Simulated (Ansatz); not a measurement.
# 33S NMR of the central transition in WS2 at a changed volume

Cell: an entry of the Crystallography Open Database (COD), relaxed with PBE at fixed cell and then changed (volume scaled by 0.96, ions relaxed).

```xyz
3
Lattice="1.5577 0.8993 6.0800 -1.5577 0.8993 6.0800 0.0000 -1.7986 6.0800" Properties=species:S:1:pos:R:3 pbc="T T T"
W     0.0000    0.0000    0.0120
S     0.0000    0.0000    4.5053
S     0.0000    0.0000    7.6799
```

Atom numbers follow the list; atoms alike are taken as one site, whose name carries the number of the first.

All values are calculated (Ansatz; DFT, PBE, plane waves and PAW, scalar-relativistic, collinear spin, 420 eV cutoff, Γ-centred 16×16×16 k-points, Fermi–Dirac smearing 0.02 eV), not measured. Start moments as typed (μB): 2 on each W, none on the rest.

33S has I = 3/2 and Q = -69.40 mb (Pyykkö 2018); at 16.4 T its Larmor frequency is ν₀ = 53.7 MHz. Only the quadrupole interaction is simulated: positions count from each site's isotropic chemical shift, and shift anisotropy, dipolar and J coupling are left out.

Problem. What does the 33S spectrum (static powder) show for each site?

Solution. 

| site | first shell | C_Q (MHz) | η | P_Q (MHz) | δ_QIS (ppm) | breadth (kHz) |
| --- | --- | --- | --- | --- | --- | --- |
| S2 | 3 W at 2.40 Å; also 7 S at 3.12–3.17 Å | 6.73 | 0.00 | 6.73 | -394 | 110 |
| S3 | 3 W at 2.40 Å; also 7 S at 3.12–3.17 Å | 6.32 | 0.00 | 6.32 | -347 | 97.0 |

δ_QIS = −(ν_Q²/30ν₀²)[I(I+1) − 3/4](1 + η²/3) × 10⁶ ppm with ν_Q = 3|C_Q|/[2I(2I−1)]; it falls as 1/B₀² in ppm, and the breadth as 1/B₀ in kHz.

An axis of threefold or higher order runs through S2 and S3, so V_zz lies along it and η is zero.

Without spin–orbit coupling the gradients at and beside W can be off by some per cent, at some sites by more. At this changed cell the PBE pressure is 7 GPa. The start moments die out, and the run ends without spin.

The relaxation (4 steps) took 4.2 min of wall time (4.1 min of CPU time) and 1.2 GiB at its peak, on 1 thread of Intel Xeon Platinum 8259CL CPU @ 2.50GHz (Skylake/Cascade Lake) (x86_64; 16 cores open to the job, memory cap 3.0 GiB, no GPU), a shared host with a load of 0.7 a core.
